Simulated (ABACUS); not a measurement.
# ZrSe2 under changes of volume

One of the cells (25.784 Å³/atom); the others are scaled copies at fixed shape and fractional positions:

```
CELL_PARAMETERS angstrom
3.79800 0.00000 0.00000
-1.89900 3.28916 0.00000
0.00000 0.00000 6.19200
ATOMIC_POSITIONS crystal
Zr 0.00000 0.00000 0.00000
Se 0.66667 0.33333 0.75000
Se 0.33333 0.66667 0.25000
```

- Program: ABACUS 3.10.1
- Functional: PBE
- Potentials or basis: PseudoDojo NC SR 0.4.1 PBE standard
- Cutoff: 1184 eV
- Density cutoff: 4735 eV
- Basis: plane waves
- k mesh: 8 × 8 × 5
- Occupations: fermi-dirac, width 0.05 eV
- Spin: no spin polarisation

```csv
volume (Å³/atom),energy over the lowest point (meV/atom),pressure (GPa),gap on the mesh (eV),largest force (eV/Å)
24.237,?,?,?,?
24.753,27.93,5.6,0.36,0.761
25.268,12.91,3.7,0.38,0.516
25.784,3.78,2.0,0.40,0.290
26.300,0.00,0.4,0.43,0.079
26.815,1.05,-1.0,0.45,0.115
27.331,6.46,-2.3,0.46,0.297
```

Q: What does the run at 24.237 Å³/atom give?

A: Energy over the lowest point 49.47 meV/atom; pressure 7.8 GPa; gap on the mesh 0.33 eV; largest force 1.022 eV/Å.

Worked out: A Birch-Murnaghan fit of order 3 (a polynomial in V^(-2/3)) to the other rows has its minimum at 26.44 Å³/atom with B0 = V·E''(V) = 75 GPa and B' = 4.2 at fixed shape and positions, which overstates the stiffness. It gives 49.54 meV/atom at 24.237 Å³/atom, against the run's 49.47, and -dE/dV = 7.8 GPa, against 7.8. A straight line through the other rows of the gap, of slope 1.07 eV per unit of ln V, extrapolates to 0.34 eV, against the run's 0.33.

Energies are extrapolated to zero smearing.

Caveats: an odd mesh through Γ misses points on the zone boundary, where band edges often lie; this functional lacks dispersion, which binds the layers, so the pressure and a relaxed spacing across them are unreliable; forces of over 1 eV/Å show positions far from the minimum, so gaps and moduli don't describe the material at rest (some runs). Spin-orbit coupling on Se, Zr is left out.
